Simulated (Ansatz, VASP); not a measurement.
# Two plane-wave programs on Mo

```
Mo
1.0
     4.40622    0.00000    0.00000
    -2.20311    3.81590    0.00000
     0.00000    0.00000    2.78376
Mo
3
Direct
  0.33335 0.00000 0.33333
  0.00000 0.33335 0.66667
  0.66665 0.66665 0.00000
```

Alike in both runs: functional r2SCAN; k mesh 6 × 6 × 4; occupations gaussian, width 0.1 eV; no spin polarisation.

Ansatz relaxed the structure, and its values are those at the end. VASP's run is a single point on that final structure, the one shown.

|  | VASP | Ansatz |
| --- | --- | --- |
| version | VASP 6.6.1 | Ansatz 0.2.0 |
| potentials or method | VASP PAW PBE potentials, release 64 (Mo_sv) | scalar-relativistic, plane waves, PAW |
| plane-wave cutoff (eV) | 520 | 500 |
| valence electrons in the cell | 42 | 42 |

|  | VASP | Ansatz | Ansatz less VASP |
| --- | --- | --- | --- |
| gap on the k mesh at the Fermi level (eV) | none | none | - |
| pressure (GPa) | 1.3 | 0.2 | -1.16 |

A gap of «none» marks a metal or a gap that the smearing closes.

Caveats: the k mesh is coarse (spacing up to 0.56 Å⁻¹), so the values aren't converged; the PAW data sets were made with another functional, which shifts forces and pressure a little (VASP).
